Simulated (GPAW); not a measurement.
Te2Mo:

```
Te Mo
1.0
     3.51820    0.00000    0.00000
    -1.75910    3.04685    0.00000
     0.00000    0.00000   13.97360
Te Mo
4 2
Direct
  0.66667 0.33333 0.37900
  0.33333 0.66667 0.87900
  0.33333 0.66667 0.62100
  0.66667 0.33333 0.12100
  0.66667 0.33333 0.75000
  0.33333 0.66667 0.25000
```

Base run:

```yaml
Program: GPAW 26.7.0
Functional: vdW-DF
Potentials_or_basis: GPAW PAW data sets (gpaw-data 1.2.1)
Cutoff: 600 eV
Basis: pw
k_mesh: 5 × 5 × 2
Occupations: fermi-dirac, width 0.05 eV
Spin: spin-orbit coupling, no magnetisation
```

Its results: band gap on the k mesh 0.71 eV, indirect (least direct gap 1.24 eV); largest force 0.584 eV/Å.

Question: The run is repeated on the same cell with these changes: functional from vdW-DF to SCAN; band points from 80 to 60. What comes out?

Answer: Band gap on the k mesh 0.83 eV, indirect (least direct gap 1.31 eV); largest force 0.309 eV/Å.

Caveats: spin-orbit coupling was added after a scalar SCF, so levels and gaps hold it while energy, forces, pressure and moments don't; this program's spin-orbit splittings come out too wide for heavy elements; the PAW data sets were made with another functional, which shifts forces and pressure a little.

Not every run made on this cell is shown here.
